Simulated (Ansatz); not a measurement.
## TiC: equilibrium volume by level of theory

It takes space group Fm-3m (No. 225, cubic). Conventional cell: a = 4.331 Å, b = 4.331 Å, c = 4.331 Å, α = 90.00°, β = 90.00°, γ = 90.00°. Ti (site symmetry m-3m) is surrounded by 6 C at 2.17 Å. C (site symmetry m-3m) has 6 Ti at 2.17 Å as nearest neighbours.

```tsv
rung	level	program and potentials	cutoff (eV)	k mesh	smearing	task	core time	chip	equilibrium volume (Å³/atom)	miss	notes
GGA + dispersion	RPBE+D4	Ansatz, Ansatz PAW	420	11 × 11 × 11	fermi-dirac 0.05	relaxation of cell and atoms	3 s	Intel Xeon 6975P-C Granite Rapids	9.92	-1.7 %	potentials made for PBE, which Ansatz adapts in part
GGA + dispersion	BLYP+D4	Ansatz, Ansatz PAW	420	11 × 11 × 11	fermi-dirac 0.05	relaxation of cell and atoms	3.3 s	Intel Xeon 6975P-C Granite Rapids	10.11	+0.2 %	potentials made for PBE, which Ansatz adapts in part
GGA	PBE	Ansatz, Ansatz PAW	420	11 × 11 × 11	fermi-dirac 0.05	relaxation of cell and atoms	3.4 s	Intel Xeon Platinum 8259CL Skylake/Cascade Lake	10.17	+0.8 %	-
GGA	PBEsol	Ansatz, Ansatz PAW	420	11 × 11 × 11	fermi-dirac 0.05	relaxation of cell and atoms	4.3 s	Intel Xeon Platinum 8259CL Skylake/Cascade Lake	9.89	-2.0 %	potentials made for PBE, which Ansatz adapts in part
GGA	revPBE	Ansatz, Ansatz PAW	420	11 × 11 × 11	fermi-dirac 0.05	relaxation of cell and atoms	4.5 s	Arm Neoverse V1	10.31	+2.2 %	potentials made for PBE, which Ansatz adapts in part
GGA + U (3 eV)	PBEsol+U (Ti d U = 3 eV, fll (the default))	Ansatz, Ansatz PAW	420	11 × 11 × 11	fermi-dirac 0.05	relaxation of cell and atoms	5.6 s	Arm Neoverse V2	10.08	-0.1 %	potentials made for PBE, which Ansatz adapts in part
GGA	PBE	Ansatz, Ansatz PAW, small cores where the set has them	420	11 × 11 × 11	fermi-dirac 0.05	equation of state	6.3 s	Arm Neoverse V2	10.17	+0.8 %	-
GGA	rPW86-PBE	Ansatz, Ansatz PAW	420	11 × 11 × 11	fermi-dirac 0.05	relaxation of cell and atoms	6.8 s	Arm Neoverse V1	10.47	+3.8 %	potentials made for PBE, which Ansatz adapts in part
LDA	LDA	Ansatz, Ansatz PAW	420	11 × 11 × 11	fermi-dirac 0.05	equation of state	7.9 s	Intel Xeon	9.67	-4.2 %	potentials made for PBE, which Ansatz adapts in part
GGA + dispersion	revPBE+D3(BJ)	Ansatz, Ansatz PAW	420	11 × 11 × 11	fermi-dirac 0.05	equation of state	9 s	Arm Neoverse V1	(a)	?	potentials made for PBE, which Ansatz adapts in part
meta-GGA + U (6 eV)	r2SCAN+U (Ti d U = 6 eV, fll (the default))	Ansatz, Ansatz PAW	500	11 × 11 × 11	fermi-dirac 0.05	relaxation of cell and atoms	15 s	Arm Neoverse V1	10.63	+5.4 %	potentials made for PBE, which Ansatz adapts in part
hybrid	HISS	Ansatz, Ansatz PAW	420	6 × 6 × 6	fermi-dirac 0.05	equation of state	2 min	Arm Neoverse V2	9.89	-2.0 %	coarse mesh; potentials made for PBE, which Ansatz adapts in part
```

Times are single runs on shared hosts and different chips, so they are rough; meshes, cutoffs and the tasks' sizes weigh on the time. All rows: no spin polarisation. Smearing widths are in eV. For a metal such meshes aren't converged. Meshes differ between rows, which moves values too. Meshes are those of the run's cell of 2 atoms unless a note names another. Relaxations start from the cell shown or near it and stop with a little pressure left. The cell shown, of 10.16 Å³ an atom, is the runs' start and not the measured value. Misses use the values as printed. Runs on faulty files, with rough fits or with known faults for this quantity aren't shown. No row holds spin-orbit coupling.

Measured: 10.09 Å³/atom at 300 K (pmc:8230697, doi:10.3390/ma14123222). The runs are for a static lattice.

Problem. Estimate the value left out from the other rows.

Solution. (a) 9.74 Å³/atom, miss -3.5 %.
